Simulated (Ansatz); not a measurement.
# GaAs (Fm-3m) in Ansatz: a series of runs

The runs below take GaAs through single point, relaxation of cell and atoms, with HF.

Everything below comes from runs of Ansatz 0.2.0. Logs are shortened: lines on timing, memory, paths and dates and some standing lists are left out, and cuts for length are marked.

## (1) The crystal as given

The structure is cubic, space group Fm-3m (No. 225). The conventional cell has a = 5.392 Å, b = 5.392 Å, c = 5.392 Å, α = 90.00°, β = 90.00°, γ = 90.00°. Around Ga (site symmetry m-3m) lie 6 As at 2.70 Å. As (site symmetry m-3m) is surrounded by 6 Ga at 2.70 Å.

The cell was built by a generator and needn't be a form met in nature.

## (2) Single point, HF

Input file input:

```
crystal:
  lattice:
    - [0.0, 2.69589, 2.69589]
    - [2.69589, 0.0, 2.69589]
    - [2.69589, 2.69589, 0.0]
  atoms:
    - { symbol: Ga, position: [0.0, 0.0, 0.0] }
    - { symbol: As, position: [0.5, 0.5, 0.5] }
hamiltonian:
  xc: hf
  pseudopotentials: { kind: paw }
kpoints:
  mp_grid: { grid: [5, 5, 5] }
scf:
  occupations: { method: fermi_dirac, width: 0.05 }
output:
  forces: true
  stress: true
  eigenvalues: true
  write_density: true
  write_potential: true
  elf: true
  volumetric_format: npy
```

Potentials or basis: Ansatz PAW.

The log of the run:

```text
Warning: output.stress: scf.convergence.dr2_threshold = 1e-7 eV (the SCF's general default) is looser than the 2e-10 eV advised for a printed stress (1e-10 eV for each atom of the cell: 2). What an SCF threshold leaves in a stress goes as its square root, and in the free energy as the threshold itself, and one threshold admits the most on a small cell: of the crystals measured, under no hybrid functional and no lock of the moments, on runs that ended without the residual-converged pass, on stresses that held no estimate of that error, the worst erred by over 100 MPa in a component at 1e-7 eV an atom and by under 5 at 1e-10. Set scf.convergence.dr2_threshold to 2e-10 eV or tighter. The threshold is an SCF's pass mark: one that does not reach it within its budget of iterations ends unconverged, or closes short of it on a stop that the run arms, and scf.convergence.dr2_threshold's page says what that costs each kind of run
Warning: output.stress: scf.exx.energy_threshold = 1e-6 eV is looser than the 2e-8 eV advised for a stress under a hybrid functional (1e-8 eV for each atom of the cell: 2). Every SCF of the exchange loop can meet its threshold on dr2 while the loop round them stops early: no threshold on dr2 bounds what that leaves in the stress. Set scf.exx.energy_threshold to 2e-8 eV or tighter. The threshold is the loop's pass mark: a loop that does not reach it within its budget of cycles ends unconverged, and scf.exx.energy_threshold's page has the law
GPUs: using 1 of 1 available (devices: 1).
Engine: ansatz 0.2.0, x86_64-unknown-linux-gnu
Pseudopotentials: kind: paw
Pseudopotential: Ga, paw, valence charge 13, recommended cutoff 420 eV (normal), Ga.paw.azcp
Pseudopotential: As, paw, valence charge 15, recommended cutoff 420 eV (normal), As.paw.azcp
Functional definition: HF
  exchange = exact_x
  correlation = 0
device memory: the entry about to start is reckoned to put 0.5 GiB on a device that reports 45.3 GiB free (of which the cap on the GPU budget leaves the run 18.0 GiB)
GPU FFT provider: cuFFT
GPU libraries: cuBLAS 13.8.2, cuFFT 12.4.0, cuSOLVER 12.3.4
Crystal: 2 atoms, lattice volume = 39.187 Å³
Basis set: ecut = 420 eV, 749 PW (Γ)
Bands: 18, of which v1, the nominal top of the filled ones, is band 14 counted from 1 (13 counted from 0)
Symmetry: 48 space group operations
Space group: Fm-3m (ITA 225), of the structure as read, at distance tolerance 3.4e-5 Å
k-points: 10 of 125
Non-local potential: Ga, projectors of the file, l = 0: 2, l = 1: 2, l = 2: 3, l = 3: 1
Non-local potential: As, projectors of the file, l = 0: 2, l = 1: 2, l = 2: 3, l = 3: 1
PAW form: soft (Blöchl's): semilocal exchange-correlation on the pseudo side does not see the compensation charge
PAW frozen core: Ga, regenerated for the run's functional, and the local potential with it (the file was generated under x = pbe(κ = 0.804, μ = 0.2195149727645171), c = pbe(β = 0.06672455060314922))
PAW frozen core: As, regenerated for the run's functional, and the local potential with it (the file was generated under x = pbe(κ = 0.804, μ = 0.2195149727645171), c = pbe(β = 0.06672455060314922))
PAW one-centre angular grid: Ga, 590 points (default); XC on 64 Gauss nodes
PAW one-centre angular grid: As, 590 points (default); XC on 64 Gauss nodes
Initial density: superposition of atomic densities (neutral atoms: chi_scale 0, normalization atom), corrected by the library's trained network
Initial wavefunctions: pseudopotential atomic-orbital guess
GPU buffer pool allocated for 19683 grid points (all kernels)
GPU transforms: local potential and band sums: pruned to the plane-wave sphere, on 25×25×25
Functional: x = pbe(κ = 0.804, μ = 0.2195149727645171), c = none, warm-up for x = 0 pbe(κ = 0.804, μ = 0.2195149727645171) + 1 exact, c = none
SCF iter   1: F=—  HF=-8553.914434 eV  |F-HF|=—  |Δ(HF+E_count)|=         —  Δρ=8.79e-3  dr2=1.59e-2  ethr=1.77e-3  ⟨swp⟩=6.6  Hψ=773  notcnv=0
preconditioner: auto → none  [insulator: Δε(μ)=0.177 eV  Ē_g=15.311 eV  σ=0.050 eV  W_gap=0.55  n_scr=14 (ndim 8)  ℏωp=25.2 eV  f_vac=0.000  D(μ)=2.37/eV (n_scr^D=26)]
SCF iter   2: F=—  HF=-8553.903256 eV  |F-HF|=—  |Δ(HF+E_count)|=   1.12e-2  Δρ=2.66e-3  dr2=3.41e-3  ethr=5.66e-5  ⟨swp⟩=4.2  Hψ=544  notcnv=0
SCF iter   3: F=—  HF=-8553.902531 eV  |F-HF|=—  |Δ(HF+E_count)|=   7.25e-4  Δρ=1.70e-3  dr2=9.28e-4  ethr=1.22e-5  ⟨swp⟩=3.2  Hψ=382  notcnv=0
iter 4 solved again at ethr=5.55e-8 eV; its pass at ethr=3.31e-6 eV (dr2=1.55e-5 eV) is discarded
SCF iter   4: F=—  HF=-8553.902456 eV  |F-HF|=—  |Δ(HF+E_count)|=   7.44e-5  Δρ=2.57e-4  dr2=1.66e-5  ethr=5.55e-8  ⟨swp⟩=3.9  Hψ=817  notcnv=0
SCF iter   5: F=—  HF=-8553.902449 eV  |F-HF|=—  |Δ(HF+E_count)|=   7.48e-6  Δρ=9.87e-5  dr2=2.06e-6  ethr=5.55e-8  ⟨swp⟩=4.0  Hψ=518  notcnv=0
SCF iter   6: F=—  HF=-8553.902451 eV  |F-HF|=—  |Δ(HF+E_count)|=   2.37e-6  Δρ=1.25e-5  dr2=7.71e-8  ethr=7.36e-9  ⟨swp⟩=3.1  Hψ=369  notcnv=0
SCF iter   7: F=—  HF=-8553.902451 eV  |F-HF|=—  |Δ(HF+E_count)|=   2.60e-8  Δρ=3.67e-6  dr2=2.10e-9  ethr=2.75e-10  ⟨swp⟩=4.0  Hψ=515  notcnv=0
SCF iter   8: F=-8553.902451 eV  HF=-8553.902451 eV  |F-HF|=3.78e-10  |Δ(HF+E_count)|=  4.47e-10  Δρ=6.63e-7  dr2=1.85e-10  ethr=7.50e-12  ⟨swp⟩=4.0  Hψ=469  notcnv=0
SCF 1 converged in 8 iterations: F = -8553.902451 eV  dr2 = 1.85e-10
device memory: the entry about to start is reckoned to put 1.1 GiB on a device that reports 45.3 GiB free (of which the cap on the GPU budget leaves the run 18.0 GiB)
GPU FFT provider: cuFFT
GPU libraries: cuBLAS 13.8.2, cuFFT 12.4.0, cuSOLVER 12.3.4
Initial density: handed on by an earlier stage of this run
Initial wavefunctions: those handed on with the density
GPU buffer pool allocated for 19683 grid points (all kernels)
GPU transforms: local potential and band sums: pruned to the plane-wave sphere, on 25×25×25
Functional: x = 0 pbe(κ = 0.804, μ = 0.2195149727645171) + 1 exact, c = none
Exchange kernel: α = 1.0000, full range, Wigner–Seitz truncation, v(0) = 9998.6909 eV·Å³, q-mesh 5×5×5, nearest image of the exchange supercell L = 19.06 Å, pair-density grid 18×18×18, without the augmentation charges, whose exchange is taken in its separable form by FFT convolution over the k-point mesh (sized by the pseudopotential files, 24×24×24 at the most), smooth part of the exact exchange by density-matrix convolution in up to 1.56 GiB of GPU memory as planned if the GPU has room (build and FFT work areas not counted)
Frozen-core exchange: fock
[... 54 lines left out ...]
SCF iter   4: F=-8560.545345 eV  HF=-8560.545346 eV  |F-HF|=5.21e-7  |Δ(HF+E_count)|=   1.23e-4  Δρ=2.68e-5  dr2=2.29e-4  ethr=5.15e-10  ⟨swp⟩=4.7  Hψ=686  notcnv=0
SCF 5 stopped early in 4 iterations: F = -8560.545345 eV  dr2 = 2.29e-4
hybrid outer 4: dexx = +2.776e-3 eV, tail = 5.66e-3 eV, Δε = 1.22e-1 eV (about 7.84e-2 eV left of the loop's levels)
GPU FFT provider: cuFFT
GPU libraries: cuBLAS 13.8.2, cuFFT 12.4.0, cuSOLVER 12.3.4
GPU buffer pool allocated for 19683 grid points (all kernels)
GPU transforms: local potential and band sums: pruned to the plane-wave sphere, on 25×25×25
Exchange kernel: α = 1.0000, full range, Wigner–Seitz truncation, v(0) = 9998.6909 eV·Å³, q-mesh 5×5×5, nearest image of the exchange supercell L = 19.06 Å, pair-density grid 18×18×18, without the augmentation charges, whose exchange is taken in its separable form by FFT convolution over the k-point mesh (sized by the pseudopotential files, 24×24×24 at the most), smooth part of the exact exchange by density-matrix convolution in up to 1.56 GiB of GPU memory as planned if the GPU has room (build and FFT work areas not counted)
Frozen-core exchange: fock
SCF iter   1: F=—  HF=-8560.545508 eV  |F-HF|=—  |Δ(HF+E_count)|=         —  Δρ=3.12e-4  dr2=1.36e-4  ethr=8.71e-6  ⟨swp⟩=3.8  Hψ=393  notcnv=0
preconditioner: auto → none  [insulator: Δε(μ)=1.617 eV  Ē_g=15.243 eV  σ=0.050 eV  W_gap=0.63  n_scr=14 (ndim 8)  ℏωp=14.5 eV  f_vac=0.000  D(μ)=1.20/eV (n_scr^D=14)]
SCF iter   2: F=—  HF=-8560.545490 eV  |F-HF|=—  |Δ(HF+E_count)|=   1.77e-5  Δρ=5.33e-5  dr2=7.66e-5  ethr=1.16e-7  ⟨swp⟩=3.9  Hψ=421  notcnv=0
SCF iter   3: F=—  HF=-8560.545490 eV  |F-HF|=—  |Δ(HF+E_count)|=   4.53e-8  Δρ=4.77e-5  dr2=7.63e-5  ethr=1.53e-9  ⟨swp⟩=3.9  Hψ=464  notcnv=0
SCF iter   4: F=—  HF=-8560.545490 eV  |F-HF|=—  |Δ(HF+E_count)|=   9.10e-8  Δρ=2.17e-5  dr2=7.61e-5  ethr=1.20e-9  ⟨swp⟩=2.4  Hψ=328  notcnv=0
SCF iter   5: F=—  HF=-8560.545793 eV  |F-HF|=—  |Δ(HF+E_count)|=   3.03e-4  Δρ=2.01e-4  dr2=3.54e-5  ethr=2.64e-10  ⟨swp⟩=5.2  Hψ=783  notcnv=0
SCF iter   6: F=—  HF=-8560.545789 eV  |F-HF|=—  |Δ(HF+E_count)|=   3.59e-6  Δρ=1.61e-4  dr2=2.65e-5  ethr=2.64e-10  ⟨swp⟩=3.6  Hψ=421  notcnv=0
SCF iter   7: F=—  HF=-8560.545785 eV  |F-HF|=—  |Δ(HF+E_count)|=   4.45e-6  Δρ=2.29e-5  dr2=1.34e-5  ethr=2.64e-10  ⟨swp⟩=4.0  Hψ=628  notcnv=0
SCF iter   8: F=—  HF=-8560.545785 eV  |F-HF|=—  |Δ(HF+E_count)|=   5.12e-8  Δρ=2.09e-6  dr2=1.31e-5  ethr=2.64e-10  ⟨swp⟩=4.0  Hψ=407  notcnv=0
SCF iter   9: F=—  HF=-8560.545811 eV  |F-HF|=—  |Δ(HF+E_count)|=   2.57e-5  Δρ=9.07e-5  dr2=8.27e-6  ethr=2.46e-12  ⟨swp⟩=5.7  Hψ=872  notcnv=0  defer=2
SCF iter  10: F=—  HF=-8560.545809 eV  |F-HF|=—  |Δ(HF+E_count)|=   1.89e-6  Δρ=1.36e-6  dr2=2.97e-6  ethr=2.46e-12  ⟨swp⟩=5.0  Hψ=736  notcnv=0
Mixer restart at iter 10: flushing history
SCF iter  11: F=—  HF=-8560.545814 eV  |F-HF|=—  |Δ(HF+E_count)|=   5.63e-6  Δρ=4.30e-5  dr2=1.96e-6  ethr=1.11e-12  ⟨swp⟩=5.3  Hψ=850  notcnv=0
SCF iter  12: F=-8560.545815 eV  HF=-8560.545815 eV  |F-HF|=9.80e-8  |Δ(HF+E_count)|=   8.27e-7  Δρ=1.95e-5  dr2=3.59e-7  ethr=1.11e-12  ⟨swp⟩=5.4  Hψ=832  notcnv=0
SCF 6 stopped early in 12 iterations: F = -8560.545815 eV  dr2 = 3.59e-7
hybrid outer 5: dexx = +1.883e-4 eV, tail = 1.12e-5 eV, Δε = 3.15e-2 eV (about 8.74e-3 eV left of the loop's levels)
GPU FFT provider: cuFFT
GPU libraries: cuBLAS 13.8.2, cuFFT 12.4.0, cuSOLVER 12.3.4
GPU buffer pool allocated for 19683 grid points (all kernels)
GPU transforms: local potential and band sums: pruned to the plane-wave sphere, on 25×25×25
Exchange kernel: α = 1.0000, full range, Wigner–Seitz truncation, v(0) = 9998.6909 eV·Å³, q-mesh 5×5×5, nearest image of the exchange supercell L = 19.06 Å, pair-density grid 18×18×18, without the augmentation charges, whose exchange is taken in its separable form by FFT convolution over the k-point mesh (sized by the pseudopotential files, 24×24×24 at the most), smooth part of the exact exchange by density-matrix convolution in up to 1.56 GiB of GPU memory as planned if the GPU has room (build and FFT work areas not counted)
Frozen-core exchange: fock
SCF iter   1: F=—  HF=-8560.545814 eV  |F-HF|=—  |Δ(HF+E_count)|=         —  Δρ=7.29e-6  dr2=3.13e-8  ethr=4.72e-8  ⟨swp⟩=4.5  Hψ=408  notcnv=0
preconditioner: auto → none  [insulator: Δε(μ)=1.617 eV  Ē_g=15.241 eV  σ=0.050 eV  W_gap=0.63  n_scr=14 (ndim 8)  ℏωp=14.5 eV  f_vac=0.000  D(μ)=1.20/eV (n_scr^D=14)]
SCF iter   2: F=-8560.545815 eV  HF=-8560.545815 eV  |F-HF|=5.38e-9  |Δ(HF+E_count)|=   1.08e-7  Δρ=5.09e-6  dr2=1.02e-8  ethr=4.13e-11  ⟨swp⟩=4.6  Hψ=667  notcnv=0
SCF 7 converged in 2 iterations: F = -8560.545815 eV  dr2 = 1.02e-8
  Residual-converged pass: ⟨swp⟩=2.0  Hψ=254  notcnv=0  max |occ|·‖R‖ = 2.3e-6 eV (tolerance 2.4e-6 eV)  dr2=1.02e-8  dr2_onsite=1.73e-9  max |Δocc| = 3.7e-13
hybrid outer 6: dexx = +1.042e-7 eV, tail = 3.19e-8 eV, Δε = 6.06e-4 eV (about 1.69e-4 eV left of the loop's levels)
hybrid SCF converged: 6 outer / 37 inner (+8 warm-up), last move |dexx| = 1.04e-7 eV, tail = 3.19e-8 eV
Stability not checked: this state was not tested for a lower state beside it, because the functional holds exact exchange (a hybrid, or Hartree-Fock), whose exchange loop this test does not read (fock_operator; see scf.lower_state_search)
Free energy (F): -8560.545815 eV
Frozen-core exchange: fock
Harris-Foulkes:  -8560.545815 eV  (|F-HF|=5.38e-9)
Internal energy: -8560.537344 eV  (E = F + TS)
E sigma→0 (E₀):  -8560.541579 eV
Entropy (-TS):   -0.008471 eV (-4.235 meV/atom)
Fermi energy:    10.233655 eV
--- Per-component energies (eV) ---
  E_band       = -566.018474
  E_kinetic    = 212.315209
  E_local      = -3402.492142  (includes V_loc(G=0)·N_el)
  E_nonlocal   = -254.194788
  E_hartree    = 1762.669452
  E_xc         = 0.000000
  E_vxc        = 0.000000  (∫ρ·V_xc dr)
  E_exx        = -484.937350  (= α·E_x^exact, valence–valence)
  E_paw        = -3411.586589  (= ΣΔE_a)
  E_vpaw       = 322.890244  (= ΣTr[D̂ρ^β])
  E_aug_tail   = -0.000154  (compensation charges beyond the density's cutoff)
  E_ewald      = -2979.704500
  E_core_change = -2.606483  (= ΣΔE_core)
  E_smearing   = -0.008471  (= −TS)
  E_closure    = 0.000000  (closes the sum)
  Σ components = -8560.545815   (vs F -8560.545815, Δ=-1.82e-12)
--- Forces (eV/Å), atoms counted from 1 ---
  atom   1  Ga     0.00000000    -0.00000000     0.00000000
  atom   2  As     0.00000000    -0.00000000    -0.00000000
  max |Σ_I F_I| component: 1.20e-28 eV/Å
--- Stress (GPa, compression-positive) ---
        1.800445      -0.000000      -0.000000
       -0.000000       1.800445       0.000000
        0.000000       0.000000       1.800445
  P = ⅓ Tr σ = 1.8004 GPa (18.004 kbar)
--- Band table (eV; the first three rows and the last of 10) ---
  k-point 0: bands = ["-40.4678", "-40.4678", "-40.4561", "-40.4561", "-40.4561", "-17.6058", "-17.6058", "-17.5421", "-17.5421", "-17.5421", "-9.8566", "8.9610", "8.9610", "8.9610", "14.5769", "22.2746", "22.2746", "22.2746"]
  k-point 1: bands = ["-40.4678", "-40.4678", "-40.4558", "-40.4557", "-40.4557", "-17.6135", "-17.6135", "-17.5423", "-17.5367", "-17.5367", "-9.0887", "4.1354", "9.2789", "9.2789", "17.1779", "20.4663", "20.4663", "21.4904"]
  k-point 2: bands = ["-40.4682", "-40.4682", "-40.4551", "-40.4547", "-40.4547", "-17.6276", "-17.6276", "-17.5429", "-17.5262", "-17.5262", "-7.1067", "-0.9361", "10.2081", "10.2081", "17.4120", "17.6003", "17.6003", "20.2242"]
  k-point 9: bands = ["-40.4685", "-40.4672", "-40.4555", "-40.4545", "-40.4540", "-17.6611", "-17.6139", "-17.5411", "-17.5290", "-17.5170", "-5.6355", "0.5510", "3.5892", "4.5882", "15.1940", "19.3931", "21.6278", "25.2760"]
```

Wall time 14 s (1 × NVIDIA H100 80GB HBM3 with 2 threads of AMD EPYC 7R13 (Zen 3), shared host); peak memory 1.9 GiB.

Results:

```yaml
Free_energy: -8560.5458 eV
Pressure: 1.8 GPa
Band_gap_on_the_k_mesh: none (metal or under the smearing width)
```

Levels at points of the mesh, in eV from the Fermi level:
```tsv
k point	band 11	band 12	band 13	band 14	band 15	band 16	band 17	band 18
(0.00, 0.00, 0.00)	-20.09	-1.27	-1.27	-1.27	4.34	12.04	12.04	12.04
```

Caveat: the k mesh is coarse (spacing up to 0.40 Å⁻¹), so the values aren't converged, least of all with exact exchange; the PAW data sets come from PBE, with cores solved anew for the run's functional, which leaves a small shift of forces and pressure; the thresholds are loose for stress.

[end of part 1 of 2]
